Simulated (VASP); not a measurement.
**HSe: single point with PBE**

The system is HSe.

```xyz
4
Lattice="1.9475 3.3732 0.0000 -1.9475 3.3732 0.0000 0.0000 0.0000 6.4692" Properties=species:S:1:pos:R:3 pbc="T T T"
Se   -0.0072    2.2447    1.6123
Se    0.0059    4.5029    4.8601
H    -0.0897   -0.0893   -0.1468
H     0.1580   -0.0127    3.1312
```

The cell was built by a generator and needn't be a form met in nature.

```
Program                : VASP 6.6.1
Task                   : single point
Functional             : PBE
Potentials or basis    : VASP PAW PBE potentials, release 64 (Se, H)
Cutoff                 : 520 eV
k mesh                 : 4 × 4 × 3
Occupations            : fermi-dirac, width 0.05 eV
Spin                   : no spin polarisation
Dipole correction      : no
Further INCAR settings : ALGO = Normal; EDIFF = 1e-07; NBANDS = 15
```

| Quantity | Value |
| --- | --- |
| Pressure | -11.2 GPa |
| Largest force | 0.691 eV/Å |
| Band gap on the k mesh | none (metal or under the smearing width) |

Forces on the atoms (eV/Å):
```
Se  -0.238  0.181  0.490
Se  -0.029  0.228  0.504
H   -0.241 -0.316 -0.535
H    0.507 -0.093 -0.459
```

Stress tensor (GPa, compression positive):
```
-11.70   0.63   0.28
  0.63 -12.21  -0.51
  0.28  -0.51  -9.74
```

Levels at points of the mesh, in eV from the Fermi level:
```
           k point  band 5  band 6  band 7  band 8  band 9  band 10
(0.00, 0.00, 0.00)    0.21    0.23    0.50    0.52    0.54     2.58
(0.50, 0.00, 0.00)   -1.76   -1.42   -0.64    0.16    0.88     1.58
(0.50, 0.50, 0.00)   -1.66   -1.40   -0.60    0.17    0.89     1.63
(0.00, 0.50, 0.00)   -1.63   -1.37   -0.61    0.18    0.88     1.62
```

Run time: 41 s on 1 thread of AMD EPYC 7R43 64-Core Processor (Zen 3), on a shared host, peak memory 0.15 GiB.

Caveat: the k mesh is coarse (spacing up to 0.47 Å⁻¹), so the values aren't converged.
